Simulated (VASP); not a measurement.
# ZnS (P6_3mc) in VASP: further runs

The runs below take ZnS through single point, with PBEsol+D3(BJ), BLYP+D3(BJ), PBE.

Program: VASP 6.6.1. These are calculated values, not measurements. Logs are shortened: lines on timing, memory, paths and dates and some standing lists are left out, and cuts for length are marked.

**What was measured.**

From a printed reference work, monograph, for a bulk crystal of ZnS at 4 K: band gap 3.911 eV (direct).

The results are compared with them further down.

## (1) The cell of the first run

The structure is hexagonal, space group P6_3mc (No. 186). Conventional cell: a = 3.887 Å, b = 3.887 Å, c = 19.057 Å, α = 90.00°, β = 90.00°, γ = 120.00°. Zn (site symmetry 3m) has 4 S at 2.38 Å within 3.1 Å. Within 3.1 Å of Zn (site symmetry 3m) lie 4 S at 2.38 Å. Zn (site symmetry 3m) has 4 S at 2.38 Å within 3.1 Å. S (site symmetry 3m) has 4 Zn at 2.38 Å within 3.1 Å. S (site symmetry 3m) has 4 Zn at 2.38 Å within 3.1 Å. Within 3.1 Å of S (site symmetry 3m) lie 4 Zn at 2.38 Å.

## (2) Single point, PBEsol+D3(BJ)

The input, INCAR:

```
SYSTEM = ZnS
PREC = Accurate
ENCUT = 520
EDIFF = 1E-7
ISMEAR = -1
SIGMA = 0.05
LREAL = .False.
LASPH = .True.
NELM = 80
ALGO = Normal
ISIF = 2
LWAVE = .False.
LCHARG = .False.
GGA = PS
IVDW = 12
NBANDS = 66
```

The input, KPOINTS:

```
regular mesh
0
Gamma
  8 8 2
  0 0 0
```

The input, POSCAR:

```
ZnS
1.0
    3.8867640791      0.0000000000      0.0000000000
   -1.9433820395      3.3660364310      0.0000000000
    0.0000000000      0.0000000000     19.0565534549
Zn S
6 6
Direct
    0.3333333333      0.6666666667      0.8333300000
    0.6666666667      0.3333333333      0.3333300000
    0.6666666667      0.3333333333      0.6666700000
    0.3333333333      0.6666666667      0.1666700000
    0.0000000000      0.0000000000      0.5000000000
    0.0000000000      0.0000000000      0.0000000000
    0.3333333333      0.6666666667      0.9583300000
    0.6666666667      0.3333333333      0.4583300000
    0.6666666667      0.3333333333      0.7916700000
    0.3333333333      0.6666666667      0.2916700000
    0.0000000000      0.0000000000      0.6250000000
    0.0000000000      0.0000000000      0.1250000000
```

Potentials or basis: VASP PAW PBE potentials, release 64 (Zn, S).

Run with:

```bash
$ cat potpaw_PBE.64/Zn/POTCAR potpaw_PBE.64/S/POTCAR > POTCAR
$ mpirun -np 1 vasp_std > vasp.out
```

OUTCAR:

```text
SYSTEM = ZnS
   PREC = Accurate
   ENCUT = 520
   EDIFF = 1E-7
   ISMEAR = -1
   LREAL = .False.
   LASPH = .True.
   NELM = 80
   ISIF = 2
   GGA = PS
   IVDW = 12
 IVDW          = 12

 ion  position               nearest neighbor table
   1  0.333  0.667  0.833-   9 2.38   9 2.38   9 2.38   7 2.38
   2  0.667  0.333  0.333-  10 2.38  10 2.38  10 2.38   8 2.38
   3  0.667  0.333  0.667-  11 2.38  11 2.38  11 2.38   9 2.38
   4  0.333  0.667  0.167-  12 2.38  12 2.38  12 2.38  10 2.38
   5  0.000  0.000  0.500-   8 2.38   8 2.38   8 2.38  11 2.38
   6  0.000  0.000  0.000-   7 2.38   7 2.38   7 2.38  12 2.38
   7  0.333  0.667  0.958-   6 2.38   6 2.38   6 2.38   1 2.38
   8  0.667  0.333  0.458-   5 2.38   5 2.38   5 2.38   2 2.38
   9  0.667  0.333  0.792-   1 2.38   1 2.38   1 2.38   3 2.38
  10  0.333  0.667  0.292-   2 2.38   2 2.38   2 2.38   4 2.38
  11  0.000  0.000  0.625-   3 2.38   3 2.38   3 2.38   5 2.38
  12  0.000  0.000  0.125-   4 2.38   4 2.38   4 2.38   6 2.38

  LATTYP: Found a hexagonal cell.
 ALAT       =     3.8867640791
 C/A-ratio  =     4.9029354669

  Lattice vectors:

 A1 = (   3.8867640791,   0.0000000000,   0.0000000000)
 A2 = (  -1.9433820395,   3.3660364310,   0.0000000000)
 A3 = (   0.0000000000,   0.0000000000,  19.0565534549)

Analysis of symmetry for initial positions (statically):
=====================================================================
 Subroutine PRICEL returns:
 Original cell was already a primitive cell.

 Routine SETGRP: Setting up the symmetry group for a
 hexagonal supercell.

 Subroutine GETGRP returns: Found 12 space group operations
 (whereof  6 operations were pure point group operations)
 out of a pool of 24 trial point group operations.

The static configuration has the point symmetry C_3v.
 The point group associated with its full space group is C_6v.

Analysis of symmetry for dynamics (positions and initial velocities):
=====================================================================
 Subroutine PRICEL returns:
 Original cell was already a primitive cell.

 Routine SETGRP: Setting up the symmetry group for a
 hexagonal supercell.

 Subroutine GETGRP returns: Found 12 space group operations
 (whereof  6 operations were pure point group operations)
 out of a pool of 24 trial point group operations.

The dynamic configuration has the point symmetry C_3v.
[... 124 lines left out ...]
   TEBEG  =    0.0;   TEEND  =   0.0 temperature during run
   PSTRESS=    0.0 pullay stress
   NELECT =     108.0000    total number of electrons
   NUPDOWN=      -1.0000    fix difference up-down
   EMIN   =  10.00;   EMAX   =-10.00  energy-range for DOS
   EFERMI =   0.00;   METHOD = LEGACY
   ISMEAR =    -1;   SIGMA  =   0.05  broadening in eV -4-tet -1-fermi 0-gaus
   EFERMI_NEDOS =   21; number of points for ismear=-14 and -15
   IALGO  =     38    algorithm
   IMIX   =      4    mixing-type and parameters
     AMIX     =   0.40;   BMIX     =  1.00
     AMIX_MAG =   1.60;   BMIX_MAG =  1.00
  volume/ion in A,a.u.               =      20.78       140.21
  Fermi-wavevector in a.u.,A,eV,Ry     =   1.238699  2.340801 20.876427  1.534374
  Thomas-Fermi vector in A             =   2.373213
   LORBIT       =      0    0 simple, 1 ext, 2 COOP (PROOUT), +10 PAW based schemes
   GGA     = PS    functional components
   LHFCALC =     F    Hartree Fock is set to
   AEXX    =    0.0000 exact exchange contribution
   IVDW    =    12    specifies the selected vdW correction
   LEPSILON=     F    determine dielectric tensor
   LRPA    =     F    only Hartree local field effects (RPA)
 non-spin polarized calculation
  energy-cutoff  :      520.00
  volume of cell :      249.32
 maximum number of plane-waves:      6749
 NGX is ok and might be reduce to    30
   NGX = 15   NGY = 15   NGZ = 71

 number of electron     108.0000068 magnetization

 Free energy of the ion-electron system (eV)
  ---------------------------------------------------
  ext. energy  EPLUGINS =         0.00000000
  ---------------------------------------------------
  free energy    TOTEN  =       -45.22296693 eV

  energy without entropy =      -45.22296693  energy(sigma->0) =      -45.22296693

 E-fermi :   2.4817     XC(G=0):  -9.6059

 val. band max:        1.5497056686   @ k =   0.0000   0.0000   0.0000
 cond. band min:       3.3298804283   @ k =   0.0000   0.0000   0.0000
 fundamental gap:      1.7801747597
 Fermi energy:         2.4817267627

 k-point     1 :       0.0000    0.0000    0.0000
  band No.  band energies     occupation
      1     -11.2627      2.00000
      2     -11.0784      2.00000
      3     -11.0704      2.00000
      4     -10.6552      2.00000
      5     -10.6468      2.00000
      6     -10.4087      2.00000
[... 1369 lines left out ...]
     65       7.9953      0.00000
     66       7.9953      0.00000

------------------------ aborting loop because EDIFF is reached ----------------------------------------

 Edisp (eV)   -2.95353

 E8    (eV) :    -1.8107

  FORCE on cell =-STRESS in cart. coord.  units (eV):
  Direction    XX          YY          ZZ          XY          YZ          ZX
  --------------------------------------------------------------------------------------
  -------------------------------------------------------------------------------------
  Total     -10.75892   -10.75892   -10.70657    -0.00000     0.00000     0.00000
  in kB     -69.13978   -69.13978   -68.80332    -0.00000     0.00000     0.00000
  external pressure =      -69.03 kB  Pullay stress =        0.00 kB

 VOLUME and BASIS-vectors are now :
 -----------------------------------------------------------------------------
  energy-cutoff  :      520.00
  volume of cell :      249.32
      direct lattice vectors                 reciprocal lattice vectors
     3.886764079  0.000000000  0.000000000     0.257283432  0.148542658  0.000000000
    -1.943382040  3.366036431  0.000000000     0.000000000  0.297085317  0.000000000
     0.000000000  0.000000000 19.056553455     0.000000000  0.000000000  0.052475386

 POSITION                                       TOTAL-FORCE (eV/Angst)
 -----------------------------------------------------------------------------------
     -0.00000      2.24402     15.88040         0.000000     -0.000000     -0.000310
      1.94338      1.12201      6.35212        -0.000000      0.000000     -0.000310
      1.94338      1.12201     12.70443        -0.000000     -0.000000      0.002142
     -0.00000      2.24402      3.17616         0.000000     -0.000000      0.002142
      0.00000      0.00000      9.52828         0.000000      0.000000     -0.004625
      0.00000      0.00000      0.00000        -0.000000     -0.000000     -0.004625
     -0.00000      2.24402     18.26247         0.000000     -0.000000     -0.019186
      1.94338      1.12201      8.73419        -0.000000      0.000000     -0.019186
      1.94338      1.12201     15.08650         0.000000     -0.000000     -0.003316
     -0.00000      2.24402      5.55822        -0.000000     -0.000000     -0.003316
      0.00000      0.00000     11.91035         0.000000     -0.000000      0.025294
      0.00000      0.00000      2.38207        -0.000000      0.000000      0.025294
 -----------------------------------------------------------------------------------
    total drift:                               -0.000001     -0.000001     -0.000808

  FREE ENERGIE OF THE ION-ELECTRON SYSTEM (eV)
  ---------------------------------------------------
  free  energy   TOTEN  =       -48.1764953293 eV

  energy  without entropy=      -48.1764953281  energy(sigma->0) =      -48.17649533
```

stdout:

```text
POSCAR found type information on POSCAR ZnS
 POSCAR found :  2 types and      12 ions
 scaLAPACK will be used
 -----------------------------------------------------------------------------
|                                                                             |
|                                                                             |
|     You enforced a specific xc type in the INCAR file but a different       |
|     I HOPE YOU KNOW WHAT YOU ARE DOING!                                     |
|                                                                             |
 -----------------------------------------------------------------------------

 LDA part: xc-table for (Slater+PW92), standard interpolation
 POSCAR, INCAR and KPOINTS ok, starting setup
 FFT: planning ... GRIDC
 FFT: planning ... GRID_SOFT
 FFT: planning ... GRID
 WAVECAR not read
 entering main loop
```

Wall time 16 min (1 thread of Oxide Virtual Turin-like, shared host); peak memory 0.46 GiB.

What came out:

- Free energy: -48.1765 eV
- Pressure: -6.9 GPa
- Largest force: 0.025 eV/Å
- Band gap on the k mesh: 1.78 eV
- Dispersion energy per atom: -0.246 eV

Forces in eV/Å, atoms in the order of the input:
```
Zn   0.000  0.000  0.000
Zn   0.000  0.000  0.000
Zn   0.000  0.000  0.002
Zn   0.000  0.000  0.002
Zn   0.000  0.000 -0.005
Zn   0.000  0.000 -0.005
S    0.000  0.000 -0.019
S    0.000  0.000 -0.019
S    0.000  0.000 -0.003
S    0.000  0.000 -0.003
S    0.000  0.000  0.025
S    0.000  0.000  0.025
```

Caveat: the cell stands under tension; the PAW data sets were made with another functional, which shifts forces and pressure a little.

## (3) Single point, BLYP+D3(BJ)

The input, INCAR:

```
  AGGAC = 1.0
  AGGAX = 1.0
  ALDAC = 0.0
  ALDAX = 1.0
  ALGO = Normal
  EDIFF = 1E-6
  ENCUT = 520
  GGA = B5
  ISIF = 2
  ISMEAR = -1
  IVDW = 12
  LASPH = T
  LCHARG = T
  LELF = T
  LREAL = F
  LVHAR = T
  LWAVE = F
  NBANDS = 66
  NELM = 80
  PREC = Accurate
  SIGMA = 0.05
  VDW_A1 = 0.4298
  VDW_A2 = 4.2359
  VDW_S6 = 1.0
  VDW_S8 = 2.6996
```

The input, KPOINTS:

```
k-points
0
Gamma
  8 8 2
```

POSCAR is that of step 2.

Potentials or basis: VASP PAW PBE potentials, release 64 (Zn, S).

Run with:

```bash
$ cat potpaw_PBE.64/Zn/POTCAR potpaw_PBE.64/S/POTCAR > POTCAR
$ mpirun -np 1 vasp_std > vasp.out
```

Run time: 18 min. Hardware: 1 thread of Oxide Virtual Turin-like, shared host; peak memory 0.47 GiB.

It converged, with:

```yaml
Free_energy: -42.4824 eV
Pressure: -4.0 GPa
Largest_force: 0.038 eV/Å
Band_gap_on_the_k_mesh: 1.91 eV
Dispersion_energy_per_atom: -0.628 eV
```

Forces in eV/Å, atoms in the order of the input:
```
Zn   0.000  0.000  0.002
Zn   0.000  0.000  0.002
Zn   0.000  0.000  0.021
Zn   0.000  0.000  0.021
Zn   0.000  0.000 -0.006
Zn   0.000  0.000 -0.006
S    0.000  0.000 -0.038
S    0.000  0.000 -0.038
S    0.000  0.000 -0.004
S    0.000  0.000 -0.004
S    0.000  0.000  0.025
S    0.000  0.000  0.025
```

Stress tensor (GPa, compression positive):
```
-4.01  0.00  0.00
 0.00 -4.01  0.00
 0.00  0.00 -3.89
```

Levels at points of the mesh, in eV from the valence-band top:
| k point | band 52 | band 53 | band 54 | band 55 | band 56 | band 57 |
| --- | --- | --- | --- | --- | --- | --- |
| (0.00, 0.00, 0.00) | -0.02 | 0.00 | 0.00 | 1.91 | 3.00 | 3.11 |
| (0.50, 0.00, 0.00) | -1.13 | -0.98 | -0.79 | 3.37 | 3.61 | 3.74 |
| (0.00, 0.00, 0.50) | -0.06 | -0.06 | -0.06 | 2.39 | 2.39 | 3.16 |
| (0.50, 0.00, 0.50) | -1.09 | -0.88 | -0.88 | 3.39 | 3.39 | 3.90 |

Caveat: the cell stands under tension; the PAW data sets were made with another functional, which shifts forces and pressure a little. A k mesh can miss the band edges.

## (4) Single point, PBE

This run uses another cell than the first one, of 18.42 Å³/atom.

The input, INCAR:

```
SYSTEM = ZnS
PREC = Accurate
ENCUT = 520
EDIFF = 1E-7
ISMEAR = -1
SIGMA = 0.05
LREAL = .False.
LASPH = .True.
NELM = 80
ALGO = Normal
ISIF = 2
LWAVE = .False.
LCHARG = .False.
GGA = PE
NBANDS = 66
```

The input, KPOINTS:

```
Automatic mesh
0
Gamma
  8 8 2
  0 0 0
```

POSCAR: that of step 3 with these lines changed.

```diff
@@ -2,5 +2,5 @@
 1.0
-    3.8867640791      0.0000000000      0.0000000000
-   -1.9433820395      3.3660364310      0.0000000000
-    0.0000000000      0.0000000000     19.0565534549
+    3.7341822464      0.0000000000      0.0000000000
+   -1.8670911232      3.2338966877      0.0000000000
+    0.0000000000      0.0000000000     18.3084545760
 Zn S
```

Run with:

```bash
$ cat potpaw_PBE.64/Zn/POTCAR potpaw_PBE.64/S/POTCAR > POTCAR
$ mpirun -np 1 vasp_std > vasp.out
```

Run time: 13 min. Hardware: 1 thread of Oxide Virtual Turin-like, shared host; peak memory 0.4 GiB.

Results (log left out):

```
Free energy            : -40.6152 eV
Pressure               : 7.9 GPa
Largest force          : 0.039 eV/Å
Band gap on the k mesh : 2.45 eV
```

Forces in eV/Å, atoms in the order of the input:
```
Zn   0.000  0.000  0.006
Zn   0.000  0.000  0.006
Zn   0.000  0.000  0.025
Zn   0.000  0.000  0.025
Zn   0.000  0.000 -0.003
Zn   0.000  0.000 -0.003
S    0.000  0.000 -0.039
S    0.000  0.000 -0.039
S    0.000  0.000 -0.011
S    0.000  0.000 -0.011
S    0.000  0.000  0.024
S    0.000  0.000  0.024
```

Stress tensor (GPa, compression positive):
```
7.88 0.00 0.00
0.00 7.88 0.00
0.00 0.00 7.97
```

Levels at points of the mesh, in eV from the valence-band top:
| k point | band 52 | band 53 | band 54 | band 55 | band 56 | band 57 |
| --- | --- | --- | --- | --- | --- | --- |
| (0.00, 0.00, 0.00) | -0.03 | 0.00 | 0.00 | 2.45 | 3.35 | 3.47 |
| (0.50, 0.00, 0.00) | -1.40 | -1.22 | -0.97 | 3.43 | 3.50 | 3.61 |
| (0.00, 0.00, 0.50) | -0.08 | -0.08 | -0.08 | 2.92 | 2.92 | 3.39 |
| (0.50, 0.00, 0.50) | -1.34 | -1.09 | -1.09 | 3.34 | 3.34 | 3.84 |

Caveat: the cell stands under pressure.

## (5) Single point, PBE

This run uses another cell than the first one, of 20.16 Å³/atom.

The input, INCAR:

```
SYSTEM = ZnS
ALGO = Normal ; EDIFF = 1E-7
ENCUT = 520 ; GGA = PE
ISIF = 2 ; ISMEAR = -1
LASPH = .True. ; LCHARG = .False.
LREAL = .False. ; LWAVE = .False.
NBANDS = 66 ; NELM = 60
PREC = Accurate ; SIGMA = 0.05
```

The input, KPOINTS:

```
k-points
0
Gamma
  8 8 2
  0 0 0
```

The input, POSCAR:

```
ZnS
1.0
    3.8470787676      0.0000000000      0.0000000000
   -1.9235393838      3.3316679431      0.0000000000
    0.0000000000      0.0000000000     18.8728243620
Zn S
6 6
Direct
    0.3333333333      0.6666666667      0.8332704053
    0.6666666667      0.3333333333      0.3332704053
    0.6666666667      0.3333333333      0.6667872725
    0.3333333333      0.6666666667      0.1667872725
    0.0000000000      0.0000000000      0.5000291213
    0.0000000000      0.0000000000      0.0000291213
    0.3333333333      0.6666666667      0.9581548076
    0.6666666667      0.3333333333      0.4581548076
    0.6666666667      0.3333333333      0.7916436301
    0.3333333333      0.6666666667      0.2916436301
    0.0000000000      0.0000000000      0.6251147633
    0.0000000000      0.0000000000      0.1251147633
```

Run with:

```bash
$ cat potpaw_PBE.64/Zn/POTCAR potpaw_PBE.64/S/POTCAR > POTCAR
$ mpirun -np 1 vasp_std > vasp.out
```

Run time: 12 min. Hardware: 1 thread of Oxide Virtual Turin-like, shared host; peak memory 0.43 GiB.

The run converged. Its results:

| Quantity | Value |
| --- | --- |
| Free energy | -41.1043 eV |
| Pressure | 0.2 GPa |
| Band gap on the k mesh | 2.04 eV |

Forces in eV/Å, atoms in the order of the input:
```
Zn   0.000  0.000 -0.002
Zn   0.000  0.000 -0.002
Zn   0.000  0.000  0.002
Zn   0.000  0.000  0.002
Zn   0.000  0.000 -0.002
Zn   0.000  0.000 -0.002
S    0.000  0.000 -0.001
S    0.000  0.000 -0.001
S    0.000  0.000  0.000
S    0.000  0.000  0.000
S    0.000  0.000  0.002
S    0.000  0.000  0.002
```

Levels at points of the mesh, in eV from the valence-band top:
| k point | band 50 | band 51 | band 52 | band 53 | band 54 | band 55 | band 56 | band 57 | band 58 | band 59 |
| --- | --- | --- | --- | --- | --- | --- | --- | --- | --- | --- |
| (0.00, 0.00, 0.00) | -0.23 | -0.23 | -0.03 | 0.00 | 0.00 | 2.04 | 3.12 | 3.20 | 3.26 | 3.29 |
| (0.50, 0.00, 0.00) | -1.44 | -1.21 | -1.21 | -1.05 | -0.84 | 3.40 | 3.58 | 3.63 | 3.86 | 4.05 |
| (0.00, 0.00, 0.50) | -0.45 | -0.06 | -0.06 | -0.06 | -0.06 | 2.52 | 2.52 | 3.23 | 3.23 | 3.46 |
| (0.50, 0.00, 0.50) | -1.54 | -1.17 | -1.17 | -0.94 | -0.94 | 3.36 | 3.36 | 3.86 | 3.86 | 4.14 |

## (6) Single point, PBEsol+D3(BJ)

This run uses another cell than the first one, of 19.99 Å³/atom.

The input, INCAR:

```
  PREC = Accurate
  ENCUT = 520
  EDIFF = 1E-6
  ISMEAR = -1
  SIGMA = 0.05
  LREAL = False
  LASPH = True
  NELM = 100
  ALGO = Normal
  ISIF = 2
  LWAVE = False
  LCHARG = False
  GGA = PS
  IVDW = 12
  NBANDS = 66
```

The input, KPOINTS:

```
regular mesh
0
Gamma
  8 8 2
```

The input, POSCAR:

```
ZnS
1.0
    3.8372457688      0.0000000000      0.0000000000
   -1.9186228844      3.3231523164      0.0000000000
    0.0000000000      0.0000000000     18.8137683755
Zn S
6 6
Direct
    0.3333333333      0.6666666667      0.8333300000
    0.6666666667      0.3333333333      0.3333300000
    0.6666666667      0.3333333333      0.6666700000
    0.3333333333      0.6666666667      0.1666700000
    0.0000000000      0.0000000000      0.5000000000
    0.0000000000      0.0000000000      0.0000000000
    0.3333333333      0.6666666667      0.9583300000
    0.6666666667      0.3333333333      0.4583300000
    0.6666666667      0.3333333333      0.7916700000
    0.3333333333      0.6666666667      0.2916700000
    0.0000000000      0.0000000000      0.6250000000
    0.0000000000      0.0000000000      0.1250000000
```

Potentials or basis: VASP PAW PBE potentials, release 64 (Zn, S).

Run with:

```bash
$ cat potpaw_PBE.64/Zn/POTCAR potpaw_PBE.64/S/POTCAR > POTCAR
$ mpirun -np 1 vasp_std > vasp.out
```

It took 16 min on 1 thread of Oxide Virtual Turin-like, shared host; peak memory 0.45 GiB.

It converged, with:

```
Free energy                : -48.5183 eV
Pressure                   : -4.7 GPa
Largest force              : 0.025 eV/Å
Band gap on the k mesh     : 1.94 eV
Dispersion energy per atom : -0.256 eV
```

Forces on the atoms (eV/Å):
```
Zn   0.000  0.000 -0.001
Zn   0.000  0.000 -0.001
Zn   0.000  0.000  0.009
Zn   0.000  0.000  0.009
Zn   0.000  0.000 -0.005
Zn   0.000  0.000 -0.005
S    0.000  0.000 -0.024
S    0.000  0.000 -0.024
S    0.000  0.000 -0.006
S    0.000  0.000 -0.006
S    0.000  0.000  0.025
S    0.000  0.000  0.025
```

Levels at points of the mesh, in eV from the valence-band top:
```csv
k point,band 50,band 51,band 52,band 53,band 54,band 55,band 56,band 57,band 58,band 59
"(0.00, 0.00, 0.00)",-0.24,-0.24,-0.02,0.00,0.00,1.94,3.04,3.10,3.18,3.18
"(0.50, 0.00, 0.00)",-1.48,-1.25,-1.24,-1.08,-0.86,3.30,3.44,3.48,3.74,3.92
"(0.00, 0.00, 0.50)",-0.46,-0.07,-0.07,-0.07,-0.07,2.44,2.44,3.12,3.12,3.37
"(0.50, 0.00, 0.50)",-1.59,-1.20,-1.20,-0.97,-0.97,3.23,3.23,3.73,3.73,4.01
```

Caveat: the cell stands under tension; the PAW data sets were made with another functional, which shifts forces and pressure a little.

(Part 1 of 2 ends here.)
